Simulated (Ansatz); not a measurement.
**How far to go with the k-point mesh: ZnTe (R3m, 2 atoms in the cell)**

```xyz
2
Lattice="0.0000 3.0408 3.0408 3.0408 0.0000 3.0408 3.0408 3.0408 0.0000" Properties=species:S:1:pos:R:3 pbc="T T T"
Zn     0.0289     0.0289     0.0289
Te     1.5204     1.5204     1.5204
```

Method of the run: PBE (plane waves, PAW; Ansatz, a first-principles code).

Base settings: basis.ecutwfc = 420 eV; kpoints.mp_grid.grid = 7 7 7; hamiltonian.xc = pbe; hamiltonian.pseudopotentials = {kind: paw} (the program's default PAW files); scf.occupations.method = fermi_dirac; scf.occupations.width = 0.05 eV.

The second cell is the first with its lattice scaled by 0.98.

Only quantities that move along the ladder and can be compared are tabulated.

The count of work is k-points × plane waves × bands × iterations; it is no time. 

The starting cell has typed, rounded lattice constants, without a prior relaxation at this level. Its lattice was rescaled by up to half a per cent. One atom was moved a little off its site on purpose. Spin-orbit coupling is off. Ansatz's pressure includes its estimate of the finite-basis (Pulay) stress.

```csv
kpoints.mp_grid.grid,free energy less the last step's (meV/atom),energy of the compressed cell less the first (meV/atom),pressure (GPa),gap on the mesh (eV),count of work / last
2 2 2,812.45,102.95,7.81,1.158,0.0060
3 3 3,169.48,57.31,3.68,1.229,0.0090
4 4 4,44.56,46.91,2.74,1.249,0.017
5 5 5,13.49,43.95,2.48,1.256,0.024
6 6 6,4.54,43.03,2.40,1.259,0.041
7 7 7,1.66,42.72,2.37,1.260,0.066
8 8 8,0.65,42.63,2.36,1.261,0.083
9 9 9,0.26,42.62,2.36,1.261,0.11
10 10 10,0.12,42.60,2.36,1.261,0.15
11 11 11,0.06,42.60,2.36,1.261,0.19
12 12 12,0.02,42.60,2.36,1.261,0.24
13 13 13,0.01,42.60,2.36,1.261,0.35
15 15 15,0.01,42.60,2.36,1.261,0.44
17 17 17,0.00,42.60,2.36,1.261,0.63
18 18 18,0.00,42.60,2.36,1.261,0.74
20 20 20,0.00,42.60,2.36,1.261,1.0
```

Coarsest kpoints.mp_grid.grid that holds the energy of the compressed cell less the first within 1 meV/atom of the last step, with all finer ones: 6 6 6, at 0.041 of the last step's count of work; the step before is off by 1.3 meV/atom.

Coarsest kpoints.mp_grid.grid that holds the free energy within 0.5 meV/atom of the last step, with all finer ones: 9 9 9, at 0.11 of the last step's count of work; the step before is off by 0.65 meV/atom.

The energy difference between the two cells stays within 1 meV/atom of the last step's from 6 6 6 on, the total only from 8 8 8 on: much of the error is common to both cells and cancels.

Keys are those of Ansatz 0.2.
